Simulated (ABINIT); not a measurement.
# InAs (Fm-3m) in ABINIT: reference runs

Reference runs on InAs: the cell as given.

All numbers are computed with ABINIT 10.8.3 (patched build); they aren't measurements. Logs are shortened: lines on timing, memory, paths and dates and some standing lists are left out, and cuts for length are marked. The log counts tension as positive stress, the text compression.

### Step 1. The structure

The structure is cubic, space group Fm-3m (No. 225). The conventional cell has a = 5.755 Å, b = 5.755 Å, c = 5.755 Å, α = 90.00°, β = 90.00°, γ = 90.00°. Around In (site symmetry m-3m) lie 6 As at 2.88 Å. As (site symmetry m-3m) has 6 In at 2.88 Å as nearest neighbours.

Measurements of this composition are mostly on another form, of space group No. 216.

### Step 2. Single point, PBE

The input, run.abi:

```
# Pseudopotentials
pp_dirpath "./"
pseudos "In.GGA_PBE-JTH.xml, As.GGA_PBE-JTH.xml"

# Structure
acell 4.0691223399 4.0691223399 4.0691223399 Angstrom
rprim
     0.0000000000     0.7071067812     0.7071067812
     0.7071067812     0.0000000000     0.7071067812
     0.7071067812     0.7071067812     0.0000000000
ntypat 2
znucl 49 33
natom 2
typat 1 2
xred
     0.5000000000     0.5000000000     0.5000000000
     0.0000000000     0.0000000000     0.0000000000

# Plane-wave basis
ecut 22.0
pawecutdg 44.0
pawxcdev 0

# k points
kptopt 1
ngkpt 8 8 8
nshiftk 1
shiftk 0.0 0.0 0.0

# Exchange and correlation
ixc 11

# Bands and occupations
nband 18
occopt 3
tsmear 0.05 eV

# SCF cycle
nstep 100
tolvrs 1.0e-9

# Output
iomode 3
prtwf 0
prteig 0
prtebands 0
enunit 1
prtden 1
prtvha 1
prtvclmb 1
prtpot 1
```

Potentials or basis: JTH PAW PBE v2.0.

Started as:

```console
> abinit run.abi > log 2>&1
```

run.abo:

```text
.Version 10.8.3 of ABINIT
 Symmetries : space group Fm -3 m (#225); Bravais cF (face-center cubic)
================================================================================
 Values of the parameters that define the memory need of the present run
     intxc =       0    ionmov =       0      iscf =      17    lmnmax =      18
     lnmax =       6     mgfft =      36  mpssoang =       3    mqgrid =    3001
     natom =       2  nloc_mem =       2    nspden =       1   nspinor =       1
    nsppol =       1      nsym =      48    n1xccc =       1    ntypat =       2
    occopt =       3   xclevel =       2
       mpw =        1604          nfft =       46656          nkpt =          29
 PAW method is used; the additional fine FFT grid is defined by:
   mgfftf=        48    nfftf =    110592
================================================================================
================================================================================

--------------------------------------------------------------------------------
------------- Echo of variables that govern the present computation ------------
--------------------------------------------------------------------------------
 -outvars: echo values of preprocessed input variables --------
            acell      7.6895267952E+00  7.6895267952E+00  7.6895267952E+00 Bohr
              amu      1.14820000E+02  7.49215900E+01
             ecut      2.20000000E+01 Hartree
           enunit           1
              ixc          11
         kptrlatt        8    0    0      0    8    0      0    0    8
          kptrlen      6.15162144E+01
            natom           2
            nband          18
            ngfft          36      36      36
          ngfftdg          48      48      48
             nkpt          29
            nstep         100
             nsym          48
           ntypat           2
           occopt           3
        pawecutdg      4.40000000E+01 Hartree
         pawxcdev           0
        prtebands           0
           prteig           0
           prtpot           1
         prtvclmb           1
           prtvha           1
            prtwf           0
            rprim      0.0000000000E+00  7.0710678120E-01  7.0710678120E-01
                       7.0710678120E-01  0.0000000000E+00  7.0710678120E-01
                       7.0710678120E-01  7.0710678120E-01  0.0000000000E+00
          spgroup         225
           tolvrs      1.00000000E-09
           tsmear      1.83746611E-03 Hartree
            typat      1  2
           useylm           1
           xangst      2.8773040001E+00  2.8773040001E+00  2.8773040001E+00
                       0.0000000000E+00  0.0000000000E+00  0.0000000000E+00
            xcart      5.4373165411E+00  5.4373165411E+00  5.4373165411E+00
                       0.0000000000E+00  0.0000000000E+00  0.0000000000E+00
             xred      5.0000000000E-01  5.0000000000E-01  5.0000000000E-01
                       0.0000000000E+00  0.0000000000E+00  0.0000000000E+00
            znucl       49.00000   33.00000

================================================================================

 chkinp: Checking input parameters for consistency.

================================================================================
== DATASET  1 ==================================================================

--- !DatasetInfo
iteration_state: {dtset: 1, }
dimensions: {natom: 2, nkpt: 29, mband: 18, nsppol: 1, nspinor: 1, nspden: 1, mpw: 1604, }
cutoff_energies: {ecut:  22.0, pawecutdg:  44.0, }
electrons: {nelect:   2.80000000E+01, charge:   0.00000000E+00, occopt:   3.00000000E+00, tsmear:   1.83746611E-03, }
meta: {optdriver: 0, ionmov: 0, optcell: 0, iscf: 17, paral_kgb: 0, }
...

 Exchange-correlation functional for the present dataset will be:
  GGA: Perdew-Burke-Ernzerhof functional - ixc=11
  J.P.Perdew, K.Burke, M.Ernzerhof, PRL 77, 3865 (1996)

 Real(R)+Recip(G) space primitive vectors, cartesian coordinates (Bohr,Bohr^-1):
 R(1)=  0.0000000  5.4373165  5.4373165  G(1)= -0.0919571  0.0919571  0.0919571
 R(2)=  5.4373165  0.0000000  5.4373165  G(2)=  0.0919571 -0.0919571  0.0919571
 R(3)=  5.4373165  5.4373165  0.0000000  G(3)=  0.0919571  0.0919571 -0.0919571
 Unit cell volume ucvol=  3.2150212E+02 bohr^3
 Angles (23,13,12)=  6.00000000E+01  6.00000000E+01  6.00000000E+01 degrees

 Coarse grid specifications (used for wave-functions):

 getcut: wavevector=  0.0000  0.0000  0.0000  ngfft=  36  36  36
         ecut(hartree)=     22.000   => boxcut(ratio)=   2.21731

 getcut : COMMENT -
  Note that boxcut > 2.2 ; recall that boxcut=Gcut(box)/Gcut(sphere) = 2
  is sufficient for exact treatment of convolution.
  Such a large boxcut is a waste : you could raise ecut
  e.g. ecut=   27.040551 Hartrees makes boxcut=2

 Fine grid specifications (used for densities):

 getcut: wavevector=  0.0000  0.0000  0.0000  ngfft=  48  48  48
         ecut(hartree)=     44.000   => boxcut(ratio)=   2.09050

--- Pseudopotential description ------------------------------------------------
- pspini: atom type   1  psp file is ./In.GGA_PBE-JTH.xml
 Pseudopotential format is: paw10
 basis_size (lnmax)=  6 (lmn_size= 18), orbitals=   0   0   1   1   2   2
 Spheres core radius: rc_sph= 2.50644782
 Shapefunction is BESSEL type: shapef(r,l)=aa(1,l)*jl(q(1,l)*r)+aa(2,l)*jl(q(2,l)*r)
 Radius for shape functions =  1.40569481
 Compensation charge density is not taken into account in XC energy/potential

- pspini: atom type   2  psp file is ./As.GGA_PBE-JTH.xml
 Pseudopotential format is: paw10
 basis_size (lnmax)=  6 (lmn_size= 18), orbitals=   0   0   1   1   2   2
 Spheres core radius: rc_sph= 2.10391912
 Shapefunction is BESSEL type: shapef(r,l)=aa(1,l)*jl(q(1,l)*r)+aa(2,l)*jl(q(2,l)*r)
 Radius for shape functions =  1.70360438
 Compensation charge density is not taken into account in XC energy/potential

   1.37430372E+03                                ecore*ucvol(ha*bohr**3)
--------------------------------------------------------------------------------

[... 7 lines left out ...]

     iter   Etot(hartree)      deltaE(h)  residm     nres2
 ETOT  1  -168.90680047036    -1.689E+02 8.266E+01 1.558E+01
 ETOT  2  -171.94070378352    -3.034E+00 3.061E-01 1.425E+01
 ETOT  3  -171.92159023899     1.911E-02 2.378E-02 4.073E+00
 ETOT  4  -171.91372946141     7.861E-03 7.455E-02 5.734E-01
 ETOT  5  -171.91188679812     1.843E-03 5.742E-03 4.183E-02
 ETOT  6  -171.91177394185     1.129E-04 2.638E-03 5.185E-04
 ETOT  7  -171.91177825901    -4.317E-06 1.616E-03 1.583E-04
 ETOT  8  -171.91177835660    -9.759E-08 3.109E-04 1.689E-05
 ETOT  9  -171.91177839031    -3.371E-08 9.272E-05 6.045E-07
 ETOT 10  -171.91177838942     8.892E-10 5.281E-05 3.198E-08
 ETOT 11  -171.91177838945    -3.416E-11 1.477E-05 1.964E-09
 ETOT 12  -171.91177838946    -2.444E-12 1.394E-05 5.167E-10

 At SCF step   12       nres2   =  5.17E-10 < tolvrs=  1.00E-09 =>converged.

 Cartesian components of stress tensor (hartree/bohr^3)
  sigma(1 1)=  1.92815184E-06  sigma(3 2)=  0.00000000E+00
  sigma(2 2)=  1.92815184E-06  sigma(3 1)=  0.00000000E+00
  sigma(3 3)=  1.92815184E-06  sigma(2 1)=  0.00000000E+00

--- !ResultsGS
iteration_state: {dtset: 1, }
comment   : Summary of ground state results
lattice_vectors:
- [  0.0000000,   5.4373165,   5.4373165, ]
- [  5.4373165,   0.0000000,   5.4373165, ]
- [  5.4373165,   5.4373165,   0.0000000, ]
lattice_lengths: [   7.68953,    7.68953,    7.68953, ]
lattice_angles: [ 60.000,  60.000,  60.000, ] # degrees, (23, 13, 12)
lattice_volume:   3.2150212E+02
convergence: {deltae: -2.444E-12, res2:  5.167E-10, residm:  1.394E-05, diffor: null, }
etotal    :  -1.71911778E+02
entropy   :   0.00000000E+00
fermie    :   1.99962112E-01
cartesian_stress_tensor: # hartree/bohr^3
- [  1.92815184E-06,   0.00000000E+00,   0.00000000E+00, ]
- [  0.00000000E+00,   1.92815184E-06,   0.00000000E+00, ]
- [  0.00000000E+00,   0.00000000E+00,   1.92815184E-06, ]
pressure_GPa:  -5.6728E-02
xred      :
- [  5.0000E-01,   5.0000E-01,   5.0000E-01, In]
- [  0.0000E+00,   0.0000E+00,   0.0000E+00, As]
cartesian_forces: # hartree/bohr
- [ -0.00000000E+00,  -0.00000000E+00,  -0.00000000E+00, ]
- [ -0.00000000E+00,  -0.00000000E+00,  -0.00000000E+00, ]
force_length_stats: {min:   0.00000000E+00, max:   0.00000000E+00, mean:   0.00000000E+00, }
...

 Integrated electronic density in atomic spheres:
 ------------------------------------------------
 Atom  Sphere_radius  Integrated_density
    1        2.50645         11.09412349
    2        2.10392         12.60620498

================================================================================

 ----iterations are completed or convergence reached----

 Mean square residual over all n,k,spin=   53.662E-09; max=  13.935E-06
 reduced coordinates (array xred) for    2 atoms
       0.500000000000      0.500000000000      0.500000000000
       0.000000000000      0.000000000000      0.000000000000
 rms dE/dt=  0.0000E+00; max dE/dt=  0.0000E+00; dE/dt below (all hartree)
    1       0.000000000000      0.000000000000      0.000000000000
    2       0.000000000000      0.000000000000      0.000000000000

 cartesian coordinates (angstrom) at end:
    1      2.87730400007570     2.87730400007570     2.87730400007570
    2      0.00000000000000     0.00000000000000     0.00000000000000

 cartesian forces (hartree/bohr) at end:
    1     -0.00000000000000    -0.00000000000000    -0.00000000000000
    2     -0.00000000000000    -0.00000000000000    -0.00000000000000
 frms,max,avg= 0.0000000E+00 0.0000000E+00   0.000E+00  0.000E+00  0.000E+00 h/b

 cartesian forces (eV/Angstrom) at end:
    1     -0.00000000000000    -0.00000000000000    -0.00000000000000
    2     -0.00000000000000    -0.00000000000000    -0.00000000000000
 frms,max,avg= 0.0000000E+00 0.0000000E+00   0.000E+00  0.000E+00  0.000E+00 e/A
 length scales=  7.689526795224  7.689526795224  7.689526795224 bohr
              =  4.069122339900  4.069122339900  4.069122339900 angstroms
 Fermi (or HOMO) energy (eV) =   5.44125   Average Vxc (eV)= -10.01933
 Eigenvalues (   eV  ) for nkpt=  29  k points:
 kpt#   1, nband= 18, wtk=  0.00195, kpt=  0.0000  0.0000  0.0000 (reduced coord)
 -29.71958  -29.71958  -29.71548  -29.71548  -29.71548   -8.86873   -8.86873   -8.85089
  -8.85089   -8.85089   -6.67266    4.75856    5.22345    5.22345    5.22345   12.64191
  12.64199   12.64236
 prteigrs : prtvol=0 or 1, do not print more k-points.

--- !EnergyTerms
iteration_state     : {dtset: 1, }
comment             : Components of total free energy in Hartree
kinetic             :  1.78755786118094E+01
hartree             :  5.26190302607273E+01
xc                  : -9.68522326756329E+00
Ewald energy        : -1.02598012522133E+02
psp_core            :  4.27463339703033E+00
local_psp           : -1.43718739181195E+02
PAW spherical_terms :  9.32136918748994E+00
internal            : -1.71911363513834E+02
'-kT*entropy'       : -4.17174041164392E-04
total_energy        : -1.71911780687875E+02
total_energy_eV     : -4.67795786453215E+03
...

--- !EnergyTermsDC
iteration_state     : {dtset: 1, }
comment             : '"Double-counting" decomposition of free energy'
band_energy         : -1.39721380085717E+01
Ewald energy        : -1.02598012522133E+02
psp_core            :  4.27463339703033E+00
xc_dc               : -5.48367961717233E+01
PAW spherical_terms : -4.77904791001715E+00
internal            : -1.71911361215414E+02
'-kT*entropy'       : -4.17174041164392E-04
total_energy_dc     : -1.71911778389456E+02
total_energy_dc_eV  : -4.67795780198896E+03
...

--- !EnergyTermsWithPAWCore
iteration_state     : {dtset: 1, }
comment             : 'Components of total free energy, including PAW core contributions'
Total energy        : -8.14270315207593E+03
Total energy DC     : -8.14270314977751E+03
Total energy (eV)   : -2.21574240557505E+05
Total energy DC (eV): -2.21574240494962E+05
...

 Cartesian components of stress tensor (hartree/bohr^3)
  sigma(1 1)=  1.92815184E-06  sigma(3 2)=  0.00000000E+00
  sigma(2 2)=  1.92815184E-06  sigma(3 1)=  0.00000000E+00
  sigma(3 3)=  1.92815184E-06  sigma(2 1)=  0.00000000E+00

-Cartesian components of stress tensor (GPa)         [Pressure= -5.6728E-02 GPa]
- sigma(1 1)=  5.67281856E-02  sigma(3 2)=  0.00000000E+00
- sigma(2 2)=  5.67281856E-02  sigma(3 1)=  0.00000000E+00
- sigma(3 3)=  5.67281856E-02  sigma(2 1)=  0.00000000E+00

== END DATASET(S) ==============================================================
================================================================================

 -outvars: echo values of variables after computation  --------
            acell      7.6895267952E+00  7.6895267952E+00  7.6895267952E+00 Bohr
           etotal     -1.7191177839E+02
            fcart     -0.0000000000E+00 -0.0000000000E+00 -0.0000000000E+00
                      -0.0000000000E+00 -0.0000000000E+00 -0.0000000000E+00
            rprim      0.0000000000E+00  7.0710678120E-01  7.0710678120E-01
                       7.0710678120E-01  0.0000000000E+00  7.0710678120E-01
                       7.0710678120E-01  7.0710678120E-01  0.0000000000E+00
           strten      1.9281518388E-06  1.9281518388E-06  1.9281518388E-06
                       0.0000000000E+00  0.0000000000E+00  0.0000000000E+00
           xangst      2.8773040001E+00  2.8773040001E+00  2.8773040001E+00
                       0.0000000000E+00  0.0000000000E+00  0.0000000000E+00
             xred      5.0000000000E-01  5.0000000000E-01  5.0000000000E-01
                       0.0000000000E+00  0.0000000000E+00  0.0000000000E+00
 Calculation completed.
```

Wall time 45 s (1 thread of Intel Xeon Platinum 8259CL at 2.50GHz (Skylake/Cascade Lake), shared host); peak memory 0.13 GiB.

Results:

```yaml
Free_energy: -4677.9578 eV
Pressure: -0.1 GPa
Band_gap_on_the_k_mesh: none (metal or under the smearing width)
Valence_electrons_inside_the_program's_atomic_spheres: In 11.09; As 12.61
```

Levels at points of the mesh, in eV from the Fermi level:
| k point | band 11 | band 12 | band 13 | band 14 | band 15 | band 16 | band 17 | band 18 |
| --- | --- | --- | --- | --- | --- | --- | --- | --- |
| (0.00, 0.00, 0.00) | -12.11 | -0.68 | -0.22 | -0.22 | -0.22 | 7.20 | 7.20 | 7.20 |
| (0.50, 0.00, 0.00) | -10.46 | -6.51 | 0.17 | 0.17 | 2.12 | 3.27 | 3.27 | 4.39 |
| (0.50, 0.50, 0.00) | -9.58 | -4.70 | -2.93 | -2.24 | -2.24 | 3.89 | 9.17 | 9.17 |
